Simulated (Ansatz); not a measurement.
# ZnS: the band gap up the ladder of functionals

An exercise on one series of results from a longer session: the logs are not shown, and one member is left open.

The COD entry's cell or inner coordinates are ideal or old and differ from later refinements, so a difference from it is no clean test against experiment.

The runs shown are made with Ansatz 0.2.0. PAW datasets, plane waves. No spin polarisation and no zero-point or thermal motion.

## The system as given

The cell was relaxed beforehand with r2SCAN.

It is cubic, F-43m (No. 216); a = 5.388 Å in the conventional setting, 19.55 Å³ an atom. Zn has 4 S at 2.33 Å; S has 4 Zn at 2.33 Å.

Structure file:

```
Zn S
1.0
     0.00000    2.69410    2.69410
     2.69410    0.00000    2.69410
     2.69410    2.69410    0.00000
Zn S
1 1
Direct
  0.25000 0.25000 0.25000
  0.00000 0.00000 0.00000
```

The first run:

The input, input.yaml:

```yaml
crystal:
  lattice:
    - [0.0, 2.6940955616, 2.6940955616]
    - [2.6940955616, 0.0, 2.6940955616]
    - [2.6940955616, 2.6940955616, 0.0]
  atoms:
    - { symbol: Zn, position: [0.25, 0.25, 0.25] }
    - { symbol: S, position: [0.0, 0.0, 0.0] }
kpoints:
  mp_grid: { grid: [8, 8, 8] }
  band_path:
    path:
      - [[0.0, 0.0, 0.0], [-0.5, -0.5, -3.558028443168e-34], [-0.375, -0.375, 0.25]]
      - [[-0.375, -5.379094599726e-17, 0.375], [0.0, 0.0, 0.0], [-8.212801750445e-18, -8.212801750445e-18, 0.5], [-0.5, -0.25, 0.25], [-0.5, -0.5, -3.558028443168e-34]]
    npoints: 10
hamiltonian:
  xc: pbe
scf:
  occupations: { method: fermi_dirac, width: 0.02 }
  n_extra_bands: 4
output:
  forces: true
  stress: true
  eigenvalues: true
```

Command:

```bash
$ ansatz run input.yaml --threads 2 --pin off --max-ram 4608MiB --backend cpu --events-out ev --progress --plain --runs-dir out
```

Among the steps run: Band structure with PBE; r2SCAN at the same geometry; HSE06 at the same geometry; Single point with PBE0; LDA; DDH-PBE0; Single point with r2SCANh; Single point with Hartree-Fock.

One of the session's tables, all rows but one given; the rest of the session is left out.

```
       level  gap (eV)
         PBE      2.15
      r2SCAN      2.71
       HSE06      3.38
        PBE0      4.04
         LDA         ?
    DDH-PBE0      3.41
     r2SCANh      3.37
Hartree-Fock     10.28
```

**Question.** Estimate the row for LDA.

**Answer.** gap (eV): 1.90. In the column «gap (eV)» it is the lowest.

Meshes: PBE 8×8×8, r2SCAN 8×8×8, HSE06 6×6×6, PBE0 6×6×6, LDA 8×8×8, DDH-PBE0 6×6×6, r2SCANh 6×6×6, Hartree-Fock 6×6×6

LDA gives the least gap, 1.90 eV, and Hartree-Fock the largest, 10.28 eV. Against HSE06, PBE is short by 1.23 eV, at 64 % of it, and r2SCAN 80 %. PBE0 lies 0.67 eV above HSE06, which differs from it by screening the long-range exchange. The calculation is for fixed nuclei; the measurement holds lattice motion too.

To keep in mind: Warnings in the runs' records: stress scf threshold loose, stress exchange threshold loose.
